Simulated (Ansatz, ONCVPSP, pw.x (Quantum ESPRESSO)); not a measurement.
## tungsten (W) (sc): variants of one ONCV potential in the solid

* Element: tungsten (W)
* Generator: ONCVPSP 4.0.1
* Type: optimised norm-conserving Vanderbilt (ONCV)
* Functional: PBE
* Relativity: scalar-relativistic
* Frozen core: [Kr] 4d10 4f14
* Valence charge: 14
* Reference configuration: 5s2 5p6 5d4.5 6s1.5
* Partial waves: 5s+6s: rc 1.90 bohr, ncon 4, nbas 9, qcut 5.6 1/bohr, 2 projectors; 5p: rc 1.55 bohr, ncon 4, nbas 8, qcut 7 1/bohr, 1 projector; 5d: rc 1.75 bohr, ncon 4, nbas 8, qcut 5.6 1/bohr, 2 projectors, debl 1.1 Ha
* Local potential: polynomial inside 1.45 bohr (lpopt 5, dvloc0 4 Ha)
* Core correction: Teter function, fcfact 2.75, rcfact 1.05

Crystal test: sc W in pw.x 7.5, no spin, 12³ k-points, Fermi–Dirac smearing 0.01 Ry, cutoffs set for each file from its atomic test. The reference is all-electron LAPW (Ansatz 0.2.0) with the same functional, mesh and smearing; V0 and B0 come from Birch–Murnaghan fits to the pressures at five volumes. Errors are pseudo minus all-electron; Δ is the rms difference of the E(V) curves that follow from these fits, minima aligned, over ±6 % about the mean V0. Mesh and smearing are coarse, so the numbers serve the comparison and aren't converged zero-temperature values; the lattice is a test structure that the element need not adopt.

All-electron: a0 = 2.638 Å (V0 = 18.36 Å³/atom), B0 = 216.4 GPa.

Base: This is a poor potential for the solid.

```tsv
change	cutoffs (Ry)	pw.x	a0 (Å)	a0 error (%)	B0 error (%)	Δ (meV/atom)	mean pressure error (GPa)
base	80/320	converged	2.620	-0.69	+3.1	18.3	-4.38
core correction Teter function, fcfact 2.75, rcfact 0.98	80/320	converged	2.620	-0.69	+3.1	18.3	-4.38
core correction Teter function, fcfact 2.75, rcfact 1.28	80/320	converged	2.620	-0.69	+3.1	18.3	-4.38
core correction Teter function, fcfact 2.75, rcfact 1.54	80/320	converged	2.620	-0.69	+3.1	18.2	-4.37
core correction Teter function, fcfact 2.75, rcfact 1.72	80/320	converged	2.620	-0.69	+3.0	18.3	-4.38
core correction Teter function, fcfact 2.75, rcfact 2.02	80/320	converged	2.618	-0.75	+3.1	19.7	-4.70
```
